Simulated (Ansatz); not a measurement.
BAs:

```xyz
2
Lattice="0.0000 2.3885 2.3885 2.3885 0.0000 2.3885 2.3885 2.3885 0.0000" Properties=species:S:1:pos:R:3 pbc="T T T"
As    3.5827    3.5827    3.5827
B     0.0000    0.0000    0.0000
```

A run of Ansatz 0.2.0 on this cell left the log below. Logs are shortened: lines on timing, memory, paths and dates and some standing lists are left out, and cuts for length are marked.

```text
Warning: RAYON_NUM_THREADS=2 ignored (pool sized by the plan → 2); use --threads N
scf.n_extra_bands = 6 over 18 filled bands (N_el = 18.0): the run solves 24 bands
Engine: ansatz 0.2.0, x86_64-unknown-linux-gnu
Pseudopotentials: kind: paw_fr
Pseudopotential: As, paw_fr, valence charge 15, recommended cutoff 420 eV (normal), As.paw.azcp#standard-fr
Pseudopotential: B, paw_fr, valence charge 3, recommended cutoff 420 eV (normal), B.paw.azcp#standard-fr
Functional definition: PBEsol
  exchange = pbesol_x
  correlation = pbesol_c
non-collinear run that drives no moment, with spin-orbit: no starting moment large enough to seed its density (crystal.atoms[].spin), no starting occupations that ask for one, no magnetisation constraint and no magnetic field, so the semilocal B_xc is pinned to zero
Crystal: 2 atoms, lattice volume = 27.252 Å³
Basis set: ecut = 420 eV, 531 PW (Γ), exchange–correlation on 48×48×48 points (8 copies of the dense FFT grid, shifted against one another)
Bands: 24, of which v1, the nominal top of the filled ones, is band 18 counted from 1 (17 counted from 0)
Symmetry: 24 space group operations + 24 with time reversal
Magnetic group: BNS 216.75 (UNI 1577), of the structure as read, at distance tolerance 3.0e-5 Å
k-points: 20 of 343 (time reversal used)
Projection manifold: j_resolved (fully-relativistic pseudo-atomic orbitals)
Non-local potential: As, projectors of the file, l = 0: 2, l = 1: 4, l = 2: 6, l = 3: 2
Non-local potential: B, projectors of the file, l = 0: 2, l = 1: 4, l = 2: 2
PAW form: soft (Blöchl's): semilocal exchange-correlation on the pseudo side does not see the compensation charge
PAW frozen core: As, regenerated for the run's functional, and the local potential with it (the file was generated under x = pbe(κ = 0.804, μ = 0.2195149727645171), c = pbe(β = 0.06672455060314922))
PAW frozen core: B, regenerated for the run's functional, and the local potential with it (the file was generated under x = pbe(κ = 0.804, μ = 0.2195149727645171), c = pbe(β = 0.06672455060314922))
PAW one-centre angular grid: As, 590 points (default); XC on 64 Gauss nodes
PAW one-centre angular grid: B, 110 points (default); XC on 64 Gauss nodes
Initial density: superposition of atomic densities (chi_scale 0.1, normalization cell, long waves kept (reshape's long-wave potential 0.00 eV rms))
[... 10 lines left out ...]
SCF 1 converged in 7 iterations: F = -4965.880338 eV  dr2 = 5.83e-9
  greatest PAW one-centre occupation: 0.999 electrons in one spin orbital (limit 2), on the As atom at site 0 (counted from 0), in its partial waves of l = 2
NSCF: frozen V_eff on 142 k-points
SCF converged after 7 iterations
Magnetization: |M| = 0.0000 μB,  M = (+0.0000, +0.0000, +0.0000) μB
Absolute magnetization: 0.0000 μB (∫|m|)
  site 0: m = (+0.0000, +0.0000, +0.0000) μB, |m| = 0.0000 μB  (R = 0.85 Å)
  site 1: m = (+0.0000, +0.0000, +0.0000) μB, |m| = 0.0000 μB  (R = 0.85 Å)
Free energy (F): -4965.880338 eV
Harris-Foulkes:  -4965.880338 eV  (|F-HF|=4.55e-9)
Internal energy: -4965.880337 eV  (E = F + TS)
E sigma→0 (E₀):  -4965.880337 eV
Entropy (-TS):   -0.000001 eV (-0.000 meV/atom)
Fermi energy:    11.593582 eV
--- Per-component energies (eV) ---
  E_band       = -212.070622
  E_kinetic    = 151.900121
  E_local      = -1696.549000  (includes V_loc(G=0)·N_el)
  E_nonlocal   = -655.196168
  E_hartree    = 939.859060
  E_xc         = -110.676064
  E_vxc        = -117.474432  (∫ρ·V_xc dr)
  E_paw        = -1870.427915  (= ΣΔE_a)
  E_vpaw       = 225.532367  (= ΣTr[D̂ρ^β])
  E_aug_tail   = 0.000007  (compensation charges beyond the density's cutoff)
  E_ewald      = -1725.774997
  E_core_change = 0.984620  (= ΣΔE_core)
  E_smearing   = -0.000001  (= −TS)
  E_closure    = 0.000000  (closes the sum)
  Σ components = -4965.880338   (vs F -4965.880338, Δ=0.00e0)
--- Forces (eV/Å), atoms counted from 1 ---
  atom   1  As     0.00000000     0.00000000     0.00000000
  atom   2  B     -0.00000000     0.00000000     0.00000000
  max |Σ_I F_I| component: 5.73e-16 eV/Å
--- Stress (GPa, compression-positive) ---
       -0.800400       0.000000      -0.000000
        0.000000      -0.800400       0.000000
        0.000000       0.000000      -0.800400
  P = ⅓ Tr σ = -0.8004 GPa (-8.004 kbar)
--- Band table (eV; the first three rows and the last of 20) ---
  k-point 0: bands = ["-25.2006", "-25.2006", "-25.2006", "-25.2006", "-24.4835", "-24.4835", "-24.4692", "-24.4692", "-24.4692", "-24.4692", "-4.3993", "-4.3993", "10.8904", "10.8904", "11.1026", "11.1026", "11.1026", "11.1026", "14.1392", "14.1392", "14.3520", "14.3520", "14.3520", "14.3520"]
  k-point 1: bands = ["-25.2006", "-25.2000", "-25.1994", "-25.1994", "-24.4822", "-24.4822", "-24.4695", "-24.4695", "-24.4682", "-24.4675", "-4.0648", "-4.0648", "8.6292", "8.6292", "10.4215", "10.4215", "10.5582", "10.5600", "14.3473", "14.3473", "14.9286", "14.9286", "15.0630", "15.0659"]
  k-point 2: bands = ["-25.2001", "-25.1993", "-25.1967", "-25.1967", "-24.4796", "-24.4796", "-24.4699", "-24.4699", "-24.4653", "-24.4644", "-3.1036", "-3.1036", "5.2688", "5.2688", "9.6357", "9.6357", "9.7785", "9.7805", "13.9615", "13.9615", "15.7094", "15.7094", "15.8242", "15.8284"]
  k-point 19: bands = ["-25.1974", "-25.1960", "-25.1953", "-25.1932", "-24.4771", "-24.4741", "-24.4668", "-24.4660", "-24.4643", "-24.4634", "-0.2296", "-0.2289", "3.0055", "3.0817", "5.0508", "5.1619", "6.6689", "6.7284", "14.7857", "14.8230", "17.3059", "17.3165", "18.2150", "18.3090"]
```

**Question.** Write the input and the command behind it.

**Answer.** Band structure with PBEsol, spin-orbit coupling, no magnetisation. The files as run (others can give the same):

input.yaml
```yaml
crystal:
  lattice:
    - [0.0, 2.3885, 2.3885]
    - [2.3885, 0.0, 2.3885]
    - [2.3885, 2.3885, 0.0]
  atoms:
    - { symbol: As, position: [0.75, 0.75, 0.75] }
    - { symbol: B, position: [0.0, 0.0, 0.0] }
hamiltonian:
  xc: pbesol
  pseudopotentials: { kind: paw_fr }
magnetization:
  noncollinear: true
  spin_orbit: true
kpoints:
  mp_grid: { grid: [7, 7, 7] }
  band_path:
    path:
      - [[0.0, 0.0, 0.0], [0.5, 0.0, 0.5], [0.5, 0.25, 0.75], [0.375, 0.375, 0.75], [0.0, 0.0, 0.0], [0.5, 0.5, 0.5], [0.625, 0.25, 0.625], [0.5, 0.25, 0.75], [0.5, 0.5, 0.5], [0.375, 0.375, 0.75]]
      - [[0.625, 0.25, 0.625], [0.5, 0.0, 0.5]]
    npoints: 14
scf:
  occupations: { method: fermi_dirac, width: 0.05 }
  n_extra_bands: 6
output:
  forces: true
  stress: true
  eigenvalues: true
  fatbands: true
```

Potentials or basis: Ansatz PAW.
The run is started by
```bash
$ ansatz run input.yaml --threads 2 --pin off --max-ram 5632MiB --backend cpu --events-out ev --progress --plain --runs-dir out
```

Caveat: the PAW data sets come from PBE, with cores solved anew for the run's functional, which leaves a small shift of forces and pressure.
